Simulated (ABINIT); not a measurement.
The system is PbS (Galena).

```xyz
2
Lattice="0.0000 2.9657 2.9657 2.9657 0.0000 2.9657 2.9657 2.9657 0.0000" Properties=species:S:1:pos:R:3 pbc="T T T"
Pb    0.0000    0.0000    0.0000
S     2.9657    2.9657    2.9657
```

Base run:

```yaml
Program: ABINIT 10.8.3 (patched build)
Functional: PBEsol
Potentials_or_basis: JTH PAW PBE v2.0 sp
Cutoff: 544 eV
k_mesh: 8 × 8 × 8
Occupations: fermi-dirac, width 0.05 eV
Spin: spin-orbit coupling, no magnetisation
```

Its results: band gap on the k mesh 0.09 eV, direct.

The run is repeated on the same cell with these changes: potentials or basis from JTH PAW PBE v2.0 sp to JTH PAW PBE v2.0; spin from spin-orbit coupling, no magnetisation to no spin polarisation; valence electrons from 10 to 20. What comes out?

Band gap on the k mesh 0.25 eV, direct.

Caveats: this set keeps more shells in the core, which shifts pressures and gaps (some runs); spin-orbit coupling is left out, which as a rule narrows the gap of such compounds by several tenths of an eV (some runs).
